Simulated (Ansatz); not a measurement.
# AlP: the cost of one run

Computed with Ansatz 0.2.0 (DFT PBEsol, scalar-relativistic, plane waves, PAW, unless a step's input says otherwise).

The COD entry's cell or inner coordinates are ideal or old and differ from later refinements, so a difference from it is no clean test against experiment.

3 further runs of the same task are left out: 3 set aside as unsound or not needed.

## (1) The structure to begin with

It takes space group F-43m (No. 216, cubic). The conventional cell has a = 5.470 Å, b = 5.470 Å, c = 5.470 Å, α = 90.00°, β = 90.00°, γ = 90.00°. Al (site symmetry -43m) is surrounded by 4 P at 2.37 Å. P (site symmetry -43m) is surrounded by 4 Al at 2.37 Å.

As a file:

```
CELL_PARAMETERS angstrom
0.00000 2.73517 2.73517
2.73517 0.00000 2.73517
2.73517 2.73517 0.00000
ATOMIC_POSITIONS crystal
Al 0.00000 0.00000 0.00000
P 0.75000 0.75000 0.75000
```

It is the result of an earlier relaxation at this level (volume 20.46 Å³/atom; gap on the mesh: 1.45 eV).

## (2) Zone-centre modes

Contents of input.yaml:

```yaml
crystal:
  lattice:
    - [0.0, 2.7692422729, 2.7692422729]
    - [2.7692422729, 0.0, 2.7692422729]
    - [2.7692422729, 2.7692422729, 0.0]
  atoms:
    - { symbol: Al, position: [0.0, 0.0, 0.0] }
    - { symbol: P, position: [0.75, 0.75, 0.75] }
basis:
  ecutwfc: 420
kpoints:
  mp_grid: { grid: [8, 8, 8] }
hamiltonian:
  xc: pbesol
scf:
  occupations: { method: fixed }
output:
  eigenvalues: true
phonons:
  method: dfpt
  dielectric: true
  rigid_motions: translations
  eigenvectors: true
```

Started as:

```bash
ansatz run input.yaml --threads 1 --pin off --max-ram 3072MiB --backend cpu --events-out ev --progress --plain --runs-dir out
```

Q: Estimate wall time and peak memory on 1 thread of Intel Xeon Platinum 8488C (Sapphire Rapids), shared host.

About 21 s, with a peak of 0.5 GiB.
